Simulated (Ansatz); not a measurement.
**Molecular dynamics of Al$_{2}$O$_{3}$**

The input (input.yaml):

```yaml
crystal:
  lattice:
    - [-2.402514, -1.387092, 8.744169]
    - [2.402514, -1.387092, 8.744169]
    - [0.0, 2.774184, 8.744169]
  atoms:
    - { symbol: Al, position: [0.073952, 0.073952, 0.073952] }
    - { symbol: Al, position: [0.176048, 0.176048, 0.176048] }
    - { symbol: Al, position: [0.323952, 0.323952, 0.323952] }
    - { symbol: Al, position: [0.426048, 0.426048, 0.426048] }
    - { symbol: O, position: [0.9311455, 0.3188545, 0.625] }
    - { symbol: O, position: [0.1811455, 0.875, 0.5688545] }
    - { symbol: O, position: [0.3188545, 0.625, 0.9311455] }
    - { symbol: O, position: [0.625, 0.9311455, 0.3188545] }
    - { symbol: O, position: [0.875, 0.5688545, 0.1811455] }
    - { symbol: O, position: [0.5688545, 0.1811455, 0.875] }
    - { symbol: Al, position: [0.573952, 0.573952, 0.573952] }
    - { symbol: Al, position: [0.676048, 0.676048, 0.676048] }
    - { symbol: Al, position: [0.823952, 0.823952, 0.823952] }
    - { symbol: Al, position: [0.926048, 0.926048, 0.926048] }
    - { symbol: O, position: [0.4311455, 0.8188545, 0.125] }
    - { symbol: O, position: [0.6811455, 0.375, 0.0688545] }
    - { symbol: O, position: [0.8188545, 0.125, 0.4311455] }
    - { symbol: O, position: [0.125, 0.4311455, 0.8188545] }
    - { symbol: O, position: [0.375, 0.0688545, 0.6811455] }
    - { symbol: O, position: [0.0688545, 0.6811455, 0.375] }
basis:
  ecutwfc: 420.0
kpoints:
  mp_grid: { grid: [4, 4, 4] }
hamiltonian:
  xc: pbesol
  pseudopotentials: { kind: paw, azcp: { folder: soft_1 } }
scf:
  occupations: { method: fermi_dirac, width: 0.24 }
  lower_state_search: "off"
md:
  timestep: 0.75
  n_steps: 100
  ensemble: nvt_langevin
  temperature: 2800.0
  initial_velocities: maxwell_boltzmann
  seed: 954608
  friction: 0.02
```

Command:

```bash
$ ansatz run input.yaml --threads 2 --pin off --max-ram 5120MiB --backend cpu --events-out ev --progress --plain --runs-dir out
```

It starts from a structure without forces on its atoms.

Output, in part (one step line in 2):

```
md step     0: t =     0.00 fs  T =  2660.0 K  F+E_penalty+E_count = -10957.73278802 eV  E_kin = 6.876632 eV  (9 SCF iters)
md step     2: t =     1.50 fs  T =  2494.1 K  F+E_penalty+E_count = -10957.60062225 eV  E_kin = 6.447718 eV  (7 SCF iters)
md step     4: t =     3.00 fs  T =  2105.4 K  F+E_penalty+E_count = -10957.24786495 eV  E_kin = 5.442835 eV  (7 SCF iters)
md step     6: t =     4.50 fs  T =  2058.2 K  F+E_penalty+E_count = -10956.70780031 eV  E_kin = 5.320778 eV  (6 SCF iters)
md step     8: t =     6.00 fs  T =  1798.9 K  F+E_penalty+E_count = -10956.01831504 eV  E_kin = 4.650563 eV  (6 SCF iters)
md step    10: t =     7.50 fs  T =  1663.1 K  F+E_penalty+E_count = -10955.27279510 eV  E_kin = 4.299394 eV  (7 SCF iters)
md step    12: t =     9.00 fs  T =  1368.8 K  F+E_penalty+E_count = -10954.59450636 eV  E_kin = 3.538606 eV  (6 SCF iters)
md step    14: t =    10.50 fs  T =  1322.2 K  F+E_penalty+E_count = -10954.09909085 eV  E_kin = 3.418060 eV  (6 SCF iters)
md step    16: t =    12.00 fs  T =  1161.6 K  F+E_penalty+E_count = -10953.81071033 eV  E_kin = 3.002971 eV  (5 SCF iters)
md step    18: t =    13.50 fs  T =  1248.7 K  F+E_penalty+E_count = -10953.60607291 eV  E_kin = 3.228265 eV  (6 SCF iters)
md step    20: t =    15.00 fs  T =  1235.8 K  F+E_penalty+E_count = -10953.49654056 eV  E_kin = 3.194741 eV  (7 SCF iters)
md step    22: t =    16.50 fs  T =  1136.3 K  F+E_penalty+E_count = -10953.39457652 eV  E_kin = 2.937446 eV  (6 SCF iters)
md step    24: t =    18.00 fs  T =  1074.3 K  F+E_penalty+E_count = -10953.30344046 eV  E_kin = 2.777304 eV  (6 SCF iters)
md step    26: t =    19.50 fs  T =  1194.8 K  F+E_penalty+E_count = -10953.25171049 eV  E_kin = 3.088789 eV  (6 SCF iters)
md step    28: t =    21.00 fs  T =  1058.2 K  F+E_penalty+E_count = -10953.23943442 eV  E_kin = 2.735656 eV  (6 SCF iters)
md step    30: t =    22.50 fs  T =  1060.3 K  F+E_penalty+E_count = -10953.36024166 eV  E_kin = 2.740962 eV  (7 SCF iters)
md step    32: t =    24.00 fs  T =  1185.7 K  F+E_penalty+E_count = -10953.45489648 eV  E_kin = 3.065358 eV  (6 SCF iters)
md step    34: t =    25.50 fs  T =  1405.4 K  F+E_penalty+E_count = -10953.55013801 eV  E_kin = 3.633335 eV  (5 SCF iters)
md step    36: t =    27.00 fs  T =  1611.6 K  F+E_penalty+E_count = -10953.69556608 eV  E_kin = 4.166301 eV  (6 SCF iters)
md step    38: t =    28.50 fs  T =  1737.3 K  F+E_penalty+E_count = -10953.91741372 eV  E_kin = 4.491353 eV  (6 SCF iters)
md step    40: t =    30.00 fs  T =  2030.3 K  F+E_penalty+E_count = -10954.12493589 eV  E_kin = 5.248785 eV  (8 SCF iters)
md step    42: t =    31.50 fs  T =  2476.1 K  F+E_penalty+E_count = -10954.19965801 eV  E_kin = 6.401250 eV  (6 SCF iters)
md step    44: t =    33.00 fs  T =  2513.4 K  F+E_penalty+E_count = -10954.12624687 eV  E_kin = 6.497761 eV  (6 SCF iters)
md step    46: t =    34.50 fs  T =  2302.6 K  F+E_penalty+E_count = -10953.82336972 eV  E_kin = 5.952563 eV  (5 SCF iters)
md step    48: t =    36.00 fs  T =  2269.3 K  F+E_penalty+E_count = -10953.32066576 eV  E_kin = 5.866687 eV  (6 SCF iters)
md step    50: t =    37.50 fs  T =  2102.5 K  F+E_penalty+E_count = -10952.67386094 eV  E_kin = 5.435330 eV  (8 SCF iters)
md step    52: t =    39.00 fs  T =  1652.5 K  F+E_penalty+E_count = -10952.07420360 eV  E_kin = 4.271938 eV  (5 SCF iters)
md step    54: t =    40.50 fs  T =  1708.7 K  F+E_penalty+E_count = -10951.50676102 eV  E_kin = 4.417358 eV  (6 SCF iters)
md step    56: t =    42.00 fs  T =  1656.0 K  F+E_penalty+E_count = -10950.99608403 eV  E_kin = 4.281100 eV  (5 SCF iters)
md step    58: t =    43.50 fs  T =  1472.3 K  F+E_penalty+E_count = -10950.64440179 eV  E_kin = 3.806151 eV  (6 SCF iters)
md step    60: t =    45.00 fs  T =  1571.8 K  F+E_penalty+E_count = -10950.52204365 eV  E_kin = 4.063478 eV  (6 SCF iters)
md step    62: t =    46.50 fs  T =  1527.9 K  F+E_penalty+E_count = -10950.53977115 eV  E_kin = 3.949904 eV  (5 SCF iters)
md step    64: t =    48.00 fs  T =  1877.9 K  F+E_penalty+E_count = -10950.69911425 eV  E_kin = 4.854661 eV  (5 SCF iters)
md step    66: t =    49.50 fs  T =  2038.4 K  F+E_penalty+E_count = -10950.91154056 eV  E_kin = 5.269783 eV  (5 SCF iters)
md step    68: t =    51.00 fs  T =  2372.0 K  F+E_penalty+E_count = -10951.15793514 eV  E_kin = 6.132059 eV  (5 SCF iters)
md step    70: t =    52.50 fs  T =  2522.3 K  F+E_penalty+E_count = -10951.32696602 eV  E_kin = 6.520723 eV  (7 SCF iters)
md step    72: t =    54.00 fs  T =  2854.4 K  F+E_penalty+E_count = -10951.38605835 eV  E_kin = 7.379219 eV  (6 SCF iters)
md step    74: t =    55.50 fs  T =  2891.5 K  F+E_penalty+E_count = -10951.31333531 eV  E_kin = 7.475004 eV  (6 SCF iters)
md step    76: t =    57.00 fs  T =  2940.2 K  F+E_penalty+E_count = -10951.21630951 eV  E_kin = 7.600939 eV  (6 SCF iters)
md step    78: t =    58.50 fs  T =  2540.7 K  F+E_penalty+E_count = -10951.08630026 eV  E_kin = 6.568247 eV  (6 SCF iters)
md step    80: t =    60.00 fs  T =  2676.8 K  F+E_penalty+E_count = -10950.93898064 eV  E_kin = 6.920111 eV  (8 SCF iters)
md step    82: t =    61.50 fs  T =  2580.6 K  F+E_penalty+E_count = -10950.86718417 eV  E_kin = 6.671331 eV  (6 SCF iters)
md step    84: t =    63.00 fs  T =  2507.8 K  F+E_penalty+E_count = -10950.92587747 eV  E_kin = 6.483150 eV  (6 SCF iters)
md step    86: t =    64.50 fs  T =  2766.7 K  F+E_penalty+E_count = -10951.09512338 eV  E_kin = 7.152448 eV  (6 SCF iters)
md step    88: t =    66.00 fs  T =  2646.4 K  F+E_penalty+E_count = -10951.34796270 eV  E_kin = 6.841598 eV  (6 SCF iters)
md step    90: t =    67.50 fs  T =  2758.9 K  F+E_penalty+E_count = -10951.67618050 eV  E_kin = 7.132322 eV  (7 SCF iters)
md step    92: t =    69.00 fs  T =  2732.6 K  F+E_penalty+E_count = -10951.99421624 eV  E_kin = 7.064305 eV  (6 SCF iters)
md step    94: t =    70.50 fs  T =  2658.8 K  F+E_penalty+E_count = -10952.17974209 eV  E_kin = 6.873529 eV  (6 SCF iters)
md step    96: t =    72.00 fs  T =  2599.9 K  F+E_penalty+E_count = -10952.20740173 eV  E_kin = 6.721205 eV  (6 SCF iters)
md step    98: t =    73.50 fs  T =  2713.1 K  F+E_penalty+E_count = -10952.18515160 eV  E_kin = 7.014015 eV  (6 SCF iters)
md step   100: t =    75.00 fs  T =  2672.0 K  F+E_penalty+E_count = -10952.15487310 eV  E_kin = 6.907659 eV  (7 SCF iters)
```

All steps were run. The mean temperature of the second half is 16 % below the set value. A run of 0.075 ps of so small a system gives no equilibrium averages. Limits of this set-up: PAW files made for another functional.

Mean squared displacements from the first frame to the last, about the centre of mass: Al 0.04 Å², O 0.07 Å².

Last frame:

```xyz
20
Lattice="-2.4025 -1.3871 8.7442 2.4025 -1.3871 8.7442 0.0000 2.7742 8.7442" Properties=species:S:1:pos:R:3
Al 0.241 -0.259 2.173
Al 0.167 0.165 4.809
Al 0.286 -0.139 8.621
Al 0.182 0.083 11.437
O -1.324 0.104 16.461
O 1.952 0.284 14.287
O 1.002 1.425 16.455
O 0.835 -1.202 16.477
O -0.276 -1.287 14.233
O -0.586 1.573 14.486
Al 0.274 0.246 15.238
Al -0.056 -0.015 17.722
Al 0.158 0.130 21.844
Al 0.285 0.114 24.430
O 1.353 -1.329 12.068
O -0.690 -1.623 10.004
O -1.473 -0.207 12.135
O 0.738 1.571 12.372
O -0.861 1.059 10.126
O 1.433 -0.010 9.942
```

The run took 25 min on 2 threads of Arm Neoverse V1, on a shared host, peak memory 0.98 GiB.
